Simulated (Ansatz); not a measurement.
Crystal: SiO2.

```
Si O
1.0
    -2.62334    4.77675    4.44167
     2.62334   -4.77675    4.44167
     2.62334    4.77675   -4.44167
Si O
4 8
Direct
  0.26034 0.84494 0.41540
  0.07045 0.15506 0.91540
  0.73966 0.15506 0.58460
  0.92955 0.84494 0.08460
  0.50000 0.00000 0.50000
  0.00000 0.00000 0.00000
  0.79318 0.00000 0.29318
  0.20682 0.50000 0.20682
  0.20682 0.00000 0.70682
  0.79318 0.50000 0.79318
  0.86931 0.11931 0.75000
  0.13069 0.88069 0.25000
```

The cell comes from a database or a generator and needn't be the stable form of this composition.

Base run:

```yaml
Program: Ansatz 0.2.0
Functional: HSE06
Potentials_or_basis: Ansatz PAW
Cutoff: 420 eV
Density_cutoff: 1680 eV
k_mesh: 4 × 4 × 4
Occupations: fixed
Spin: no spin polarisation
```

Its results: band gap on the k mesh 7.18 eV, direct; largest force 0.057 eV/Å.

The run is repeated on the same cell with these changes: functional from HSE06 to PBE0; level from hse06 to pbe0. What comes out?

Band gap on the k mesh 7.94 eV, direct; largest force 0.055 eV/Å.

Caveats: the PAW data sets come from PBE, with cores solved anew for the run's functional, which leaves a small shift of forces and pressure.

Not every run made on this cell is shown here.
